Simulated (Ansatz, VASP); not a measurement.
# Ga35SiN36 (Si_Ga): VASP beside Ansatz, part 3 of 3

Wanted: the spread between two codes on one cell, functional and k mesh. Of the first pair: The structure shown is the start of the Ansatz relaxation below; VASP solves that cell, so the two are compared at the walk's first step.

VASP 6.6.1 and Ansatz 0.2.0.

So far. Step 3 (VASP: single point, r2SCAN, start cell, pair 1): The run ends at a pressure of 4.95 GPa, with forces up to 3.2 eV/Å.

## Step 6: VASP: single point, r2SCAN, relaxed cell, pair 2

Level of this step: r2SCAN; plane waves and PAW (Ga_d, N, Si) (VASP).

The same cell, functional and mesh now go to VASP, with its own data sets.

INCAR reads:

```
SYSTEM = Ga35SiN36
PREC = Accurate
ENCUT = 580
EDIFF = 1E-06
NELM = 120
ISMEAR = 0
SIGMA = 0.01
LREAL = Auto
ALGO = Normal
METAGGA = R2SCAN
LASPH = .TRUE.
NELECT = 640
NBANDS = 376
LORBIT = 11
LWAVE = .FALSE.
LCHARG = .FALSE.
ISIF = 2
ISYM = 0
GGA_COMPAT = .FALSE.
EFERMI = MIDGAP
LMIXTAU = .TRUE.
NCORE = 2
```

POSCAR reads:

```
Ga35SiN36
1.0
    9.5498176305      0.0000000029      0.0000000000
   -4.7749088178      8.2703846681      0.0000000000
    0.0000000000      0.0000000000     10.3676632300
Ga N Si
35 36 1
Direct
    0.2219710700      0.1117582016      0.2498536159
    0.1119173052      0.2222568824      0.5005980649
    0.2216803578      0.1113187033      0.7509186141
    0.1112732073      0.2234172657      0.9999865012
    0.2242411907      0.4462947897      0.2497254734
    0.1120993877      0.5579062199      0.5007717793
    0.2211569779      0.4445891177      0.7477077867
    0.1113218608      0.5559540922      0.0000642376
    0.2220051939      0.7785915791      0.2498130960
    0.1107359976      0.8894902306      0.5005467078
    0.2216887240      0.7785669755      0.7510772679
    0.1108464243      0.8895193032      0.0005037628
    0.5558322831      0.1121268090      0.2497407585
    0.4427477320      0.2224264221      0.5006906099
    0.5553331098      0.1117153424      0.7506194917
    0.4442917928      0.2233477505      0.9999514843
    0.5542296778      0.4461379902      0.2497826552
    0.5557157148      0.4446232859      0.7479254476
    0.4441352393      0.5560735088      0.9983867519
    0.5541313841      0.7763191273      0.2497349015
    0.4427348160      0.8882958049      0.5007579338
    0.5556494860      0.7790780114      0.7477179380
    0.4443359805      0.8890435717      0.9999691340
    0.8885079384      0.1122646319      0.2497006193
    0.7775453404      0.2227491972      0.5012065431
    0.8884021600      0.1116755056      0.7505216388
    0.7774653030      0.2228497659      0.9999187391
    0.8884260892      0.4445177935      0.2497822699
    0.7780240683      0.5577202215      0.5007922854
    0.8885433083      0.4449697406      0.7507216990
    0.7769454265      0.5559916177      0.0001056221
    0.8887212268      0.7785956040      0.2497795445
    0.7779519664      0.8884632073      0.5006648489
    0.8888123987      0.7785196101      0.7511402466
    0.7768560154      0.8890993497      0.0000060237
    0.2220857100      0.1115556115      0.4383337421
    0.1114979640      0.2244342016      0.1895636698
    0.2220817189      0.1116636624      0.9390010643
    0.1106478436      0.2226822329      0.6880270441
    0.2411357410      0.4546614915      0.4431972590
    0.1114599009      0.5558190835      0.1896422985
    0.2231444912      0.4454275143      0.9356788049
    0.1108311633      0.5566370996      0.6883026576
    0.2222318211      0.7784757202      0.4382909785
    0.1108083287      0.8898113334      0.1888284497
    0.2220990652      0.7782108230      0.9391952319
    0.1105906517      0.8895820577      0.6887474895
    0.5556345700      0.1115577214      0.4386011433
    0.4447140127      0.2242815009      0.1894584608
    0.5551229051      0.1114170151      0.9388185217
    0.4437918854      0.2228296526      0.6882429503
    0.5464178345      0.4542129655      0.4434613875
    0.4441891790      0.5564605059      0.1862695018
    0.5549991987      0.4454633658      0.9359345703
    0.4441975586      0.5563358318      0.6721561619
    0.5457255550      0.7591840854      0.4432828911
    0.4447414711      0.8892286676      0.1894651317
    0.5549090665      0.7771708372      0.9357537522
    0.4437380467      0.8894307755      0.6882929730
    0.8890148598      0.1117904243      0.4384919766
    0.7774436277      0.2230950194      0.1881416889
    0.8888983628      0.1114787456      0.9387632636
    0.7774127897      0.2230552526      0.6892704836
    0.8890728385      0.4449306816      0.4386235741
    0.7763357123      0.5558453304      0.1896415524
    0.8890469508      0.4453827027      0.9389623463
    0.7775867870      0.5566289419      0.6883683901
    0.8888124568      0.7784364252      0.4382013449
    0.7762337141      0.8892659972      0.1895265470
    0.8886827065      0.7782895570      0.9393138029
    0.7775136410      0.8895148851      0.6880829066
    0.4443358169      0.5560188579      0.4999275615
```

KPOINTS reads:

```
Points of the shifted mesh
1
Reciprocal
 0.2500000000  0.2500000000  0.2500000000 1
```

PAW data sets: Ga_d, N and Si (PBE family, release 64).

On the command line:

```bash
mpirun -np 8 vasp_std
```

Numbers of over 12 decimals in the logs are rounded to 6 here.

The program printed:

```text
[banner, memory and clock lines left out]
running    8 mpi-ranks, on    1 nodes
[...]
[... a notice as in an earlier step ...]

 LDA part: xc-table for (None), standard interpolation
 POSCAR, INCAR and KPOINTS ok, starting setup
[...]
entering main loop
       N       E                     dE             d eps       ncg     rms          rms(c)
DAV:   1     0.129146042448E+05    0.12915E+05   -0.24173E+05   760   0.347E+03
DAV:   2     0.260508693925E+04   -0.10310E+05   -0.98156E+04   752   0.101E+03
DAV:   3    -0.428480148396E+03   -0.30336E+04   -0.28545E+04   872   0.352E+02
DAV:   4    -0.895923130245E+03   -0.46744E+03   -0.45217E+03   840   0.135E+02
DAV:   5    -0.955923552704E+03   -0.60000E+02   -0.59464E+02  1280   0.480E+01BRMIX: very serious problems
 the old and the new charge density differ
 old charge density:   639.00000 new  639.99999
    0.442E+01
DAV:   6    -0.833130015577E+03    0.12279E+03   -0.23663E+02  1216   0.566E+01    0.147E+01
DAV:   7    -0.781268246825E+03    0.51862E+02   -0.51634E+01   864   0.163E+01    0.103E+01
DAV:   8    -0.817076841067E+03   -0.35809E+02   -0.21295E+01   864   0.366E+01    0.447E+00
DAV:   9    -0.775625936207E+03    0.41451E+02   -0.10972E+01   832   0.139E+01    0.415E+00
[...]
DAV:  28    -0.778072205295E+03   -0.40383E-05   -0.75019E-07   464   0.458E-03    0.171E-03
DAV:  29    -0.778072207428E+03   -0.21333E-05   -0.18176E-07   448   0.159E-03    0.140E-03
DAV:  30    -0.778072208295E+03   -0.86680E-06   -0.62325E-08   448   0.109E-03
   1 F= -.77807221E+03 E0= -.77807221E+03  d E =0.000000E+00
```

Parts of OUTCAR (step 6):

```text
 POSITION                                       TOTAL-FORCE (eV/Angst)
 -----------------------------------------------------------------------------------
      1.58615      0.92428      2.59040         0.002059      0.001070     -0.001312
      0.00753      1.83815      5.19003        -0.002704      0.015953     -0.005385
      1.58547      0.92065      7.78527         0.002456      0.001421      0.001407
     -0.00416      1.84775     10.36752         0.001547      0.005616      0.005694
      0.01045      3.69103      2.58907        -0.001882     -0.002569      0.027044
     -1.59342      4.61410      5.19183         0.012540     -0.015373     -0.001942
     -0.01086      3.67692      7.75198         0.002978      0.003018      0.002991
     -1.59153      4.59795      0.00067         0.005710      0.000759      0.007073
     -1.59759      6.43925      2.58998        -0.000430      0.003759     -0.000182
     -3.18973      7.35643      5.18950         0.002335     -0.001094      0.001974
     -1.60050      6.43905      7.78692        -0.001182      0.003179      0.001798
     -3.18881      7.35667      0.00522         0.000742      0.000427      0.001413
      4.77270      0.92733      2.58923        -0.000530      0.000974     -0.000689
      3.16609      1.83955      5.19099         0.008187      0.014906     -0.006652
[...]
-----------------------------------------------------------------------------------
    total drift:                               -0.003976     -0.004879      0.021820

  FREE ENERGIE OF THE ION-ELECTRON SYSTEM (eV)
  ---------------------------------------------------
  free  energy   TOTEN  =      -778.0722082949 eV

  energy  without entropy=     -778.0722082949  energy(sigma->0) =     -778.07220829

[... 1 part as in an earlier step ...]
```

The run ends at a pressure of 4.26 GPa, with forces up to 0.057 eV/Å.

## Step 7: Comparison

Compared:

```csv
quantity,Ansatz,VASP,difference
gap on the k mesh (eV),0.744,0.742,+0.002
```

At this near-relaxed geometry the largest component of a force difference is 55 meV/Å. A gap on the mesh is an upper bound, since the band edges may lie between its points. The cell carries a charge of -1 e against a uniform background, so its pressure also hangs on how the neutralising background is counted, and in a defect's cell a gap may be the spacing between its levels.

## Step 8: Summary of results

```json
{
  "r.m.s. force difference (single point, r2SCAN, start cell, pair 1)": "2.2 % of the r.m.s. force",
  "difference in gap on the k mesh (single point, r2SCAN, relaxed cell, pair 2)": "0.0019 eV",
  "r.m.s. force difference (single point, r2SCAN, relaxed cell, pair 2)": "9 meV/Å"
}
```

**Reading.** The r.m.s. force difference is 9 meV/Å (single point, r2SCAN, relaxed cell, pair 2), within the 12 meV/Å picked in this series as the mark of a large difference. Such differences can come from data sets, numerical settings and the points named under the comparisons, not from the functional's error against experiment.

[Lines on the potential files, build, host, timing and source positions are cut from VASP's logs without a mark.]

[Logs are printed without paths, hosts, clocks, repeated set-up lines and the standing remarks that a program may print on its own settings, such as how far it seeks lower states.]

[Hosts, paths, dates, database ids (printed as entryN), source tags and the programs' standing remarks are cut or masked in the printed files.]
